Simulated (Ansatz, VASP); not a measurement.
# Pb in VASP and in Ansatz

Contents of INCAR:

```
SYSTEM = Pb
PREC = Accurate ; ENCUT = 520
EDIFF = 1E-6 ; ISMEAR = -1
SIGMA = 0.1 ; LREAL = .False.
LASPH = .True. ; NELM = 80
ALGO = Normal ; ISIF = 2
LWAVE = .False. ; LCHARG = .False.
GGA = PS ; NBANDS = 13
```

KPOINTS

```
Automatic mesh
0
Gamma
  11 11 11
  0 0 0
```

POSCAR

```
Pb
1.0
    3.3032262455      0.0000000000      0.0000000000
    0.0000000000      3.3032262455      0.0000000000
    0.0000000000      0.0000000000      3.3032262455
Pb
1
Direct
    0.0000000000      0.0000000000      0.0000000000
```

Input for Ansatz:

```yaml
crystal:
  lattice:
    - [3.3032262455, 0.0, 0.0]
    - [0.0, 3.3032262455, 0.0]
    - [0.0, 0.0, 3.3032262455]
  atoms:
    - { symbol: Pb, position: [0.0, 0.0, 0.0] }
hamiltonian:
  xc: pbesol
  pseudopotentials:
    kind: paw
    azcp:
      Pb: "pseudopotentials/Pb.paw.azcp"
basis:
  ecutwfc: 420
  fft_grid_basis: typed
kpoints:
  mp_grid: { grid: [11, 11, 11], shift: [0, 0, 0] }
magnetization:
  spin_polarized: false
scf:
  occupations: { method: fermi_dirac, width: 0.1 }
  lower_state_search: "off"
output:
  stress: true
```

Alike in both runs: task single point; functional PBEsol; k mesh 11 × 11 × 11; occupations fermi-dirac, width 0.1 eV; no spin polarisation.

|  | VASP | Ansatz |
| --- | --- | --- |
| version | VASP 6.6.1 | Ansatz 0.2.0 |
| potentials or method | VASP PAW PBE potentials, release 64 (Pb_d) | plane waves (420 eV) with PAW, scalar-relativistic |
| plane-wave cutoff (eV) | 520 | 420 |
| valence electrons in the cell | 14 | 14 |

Ansatz gave:

| Item | Value |
| --- | --- |
| pressure (GPa) | -3.5 |

Q: What did VASP give for the same quantities?

A: Pressure (GPa): -3.6.

With one functional, cell and mesh, what is left measures potentials, basis and numerics. Ansatz warned: «pseudo_functional_mismatch».

Caveats: the PAW data sets were made with another functional, which shifts forces and pressure a little (VASP). The runs have no spin-orbit coupling, so splittings on Pb are missing.
